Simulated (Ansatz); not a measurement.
The system is Bi.

```xyz
1
Lattice="-1.9814 1.9814 1.9814 1.9814 -1.9814 1.9814 1.9814 1.9814 -1.9814" Properties=species:S:1:pos:R:3 pbc="T T T"
Bi    0.0000    0.0000    0.0000
```

This isn't the form of Bi at room conditions, which is rhombohedral.

Base run:

```yaml
Program: Ansatz 0.2.0
Functional: PBEsol
Potentials_or_basis: all-electron PAW datasets made for the crystal
Cutoff: 260 eV (chosen from the basis error)
k_mesh: 9 × 9 × 9
Occupations: fermi-dirac, width 0.05 eV
Spin: no spin polarisation
```

Its results: pressure -2.0 GPa.

Question: The run is repeated on the same cell with these changes: potentials or basis from all-electron PAW datasets made for the crystal to all-electron LAPW, non-relativistic; cutoff from 260 eV (chosen from the basis error) to 158 eV (chosen from the basis error). What comes out?

Answer: Pressure 0.1 GPa.

Caveats: relativity is left out, which matters for the heavier elements (some runs).

The runs don't all hold the same shells in valence.
